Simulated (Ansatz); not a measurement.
P:

```
CELL_PARAMETERS angstrom
1.64774 -5.46504 0.00000
1.64774 5.46504 0.00000
0.00000 0.00000 4.54364
ATOMIC_POSITIONS crystal
P 0.90414 0.09586 0.58882
P 0.09586 0.90414 0.41118
P 0.59586 0.40414 0.08882
P 0.40414 0.59586 0.91118
```

| Item | Value |
| --- | --- |
| Program | Ansatz 0.2.0 |
| Task | relaxation of cell and atoms |
| Functional | revPBE |
| Dispersion | D4 |
| Potentials or basis | Ansatz PAW |
| Cutoff | 420 eV (not typed: the program's choice for these potentials) |
| k mesh | 8 × 8 × 6 |
| Occupations | fermi-dirac, width 0.05 eV |
| Spin | no spin polarisation |

At the start: volume 20.46 Å³/atom.

**Question.** How do energy, volume and symmetry change on relaxing?

**Answer.** It ends after 9 steps and the volume is 15.83 Å³/atom (-22.6 %); space group Cmce (No. 64, to 0.05 Å).

Step by step:
```
step  energy change (eV)  largest force (eV/Å)  volume (Å³)
   1              0.0000                0.4134        81.83
   2             -0.2019                0.1313        72.74
   3             -0.3108                0.1738        67.00
   4             -0.3519                0.1708        64.75
   5             -0.3670                0.0410        63.44
   6             -0.3681                0.0243        63.19
   7             -0.3682                0.0024        63.22
   8             -0.3681                0.0069        63.30
   9             -0.3674                0.0070        63.30
```

Final structure:
```xyz
4
Lattice="1.6729 -4.9627 0.0000 1.6729 4.9627 0.0000 0.0000 0.0000 3.8124" Properties=species:S:1:pos:R:3 pbc="T T T"
P     1.6729   -3.8617    2.1190
P     1.6729    3.8617    1.6934
P     1.6729   -1.1010    0.2128
P     1.6729    1.1010    3.5996
```

Caveat: the volume moved by over 15 % at a fixed basis, so the end points are rough; the plane-wave basis is chosen anew once the cell has moved, so the energies of steps on either side of that aren't comparable; the PAW data sets come from PBE, with cores solved anew for the run's functional, which leaves a small shift of forces and pressure.
